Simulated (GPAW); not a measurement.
Input of a GPAW 26.7.0 run:

File run.py:

```python
from ase import Atoms
from ase.dft.bandgap import bandgap
from ase.io import write
from ase.units import GPa
from gpaw import GPAW, PW

atoms = Atoms(['Pb', 'Se'],
              cell=[[0.0, 3.06065, 3.06065],
                    [3.06065, 0.0, 3.06065],
                    [3.06065, 3.06065, 0.0]],
              scaled_positions=[[0.0, 0.0, 0.0],
                                [0.5, 0.5, 0.5]],
              pbc=True)

calc = GPAW(mode=PW(600),
            xc='revPBE',
            kpts={'size': (8, 8, 8), 'gamma': True},
            occupations={'name': 'fermi-dirac', 'width': 0.05},
            nbands=19,
            convergence={'density': 1e-05, 'energy': 1e-05},
            maxiter=150,
            txt='gpaw.txt')
atoms.calc = calc
energy = atoms.get_potential_energy()
forces = atoms.get_forces()
stress = atoms.get_stress()
calc.write('gs.gpw')
write('result.traj', atoms)
print(f'Energy: {energy:.6f} eV')
print('Forces (eV/A):')
print(forces.round(4))
print('Stress (GPa):', (stress / GPa).round(3))
print('Fermi level:', round(calc.get_fermi_level(), 4), 'eV')
print(f'Gap: {bandgap(calc)[0]:.4f} eV, direct: {bandgap(calc, direct=True)[0]:.4f} eV')

path = atoms.cell.bandpath('GXWKGLUWLK,UX', npoints=80, eps=1e-4)
bs_calc = calc.fixed_density(kpts=path, symmetry='off', nbands=31,
                             convergence={'bands': 'CBM+6.0', 'eigenstates': 1e-6}, txt='bands.txt')
bs = bs_calc.band_structure()
bs.write('bs.json')
print(f'Gap on the path: {bandgap(bs_calc)[0]:.4f} eV')
```

Potentials or basis: the program's PAW data sets (release 1.2.1) made for this functional, pw.

Run with:

```console
$ OMP_NUM_THREADS=1 python run.py
```

(1) Estimate the pressure.

(2) Predict the band gap along the path.

(3) Estimate the band gap on the k mesh.

Results:

(1) 3.5 GPa.

(2) 0.30 eV, direct.

(3) 0.30 eV, direct.

Caveat: spin-orbit coupling is left out, which as a rule narrows the gap of such compounds by several tenths of an eV.

**Experimental background.**

A printed reference work, monograph reports, for a bulk crystal of PbSe at 300 K: band gap 0.28 eV (direct).

Measured gap of PbSe: 0.28 eV (direct; 300 K; a printed reference work, monograph). This calculation gives 0.30 eV (+0.02 eV). 2 values of this kind are on record (0.15 to 0.28 eV); this one was drawn at random. Spin-orbit coupling on Pb, Se is left out. The value is that of revPBE, without temperature or zero-point motion.
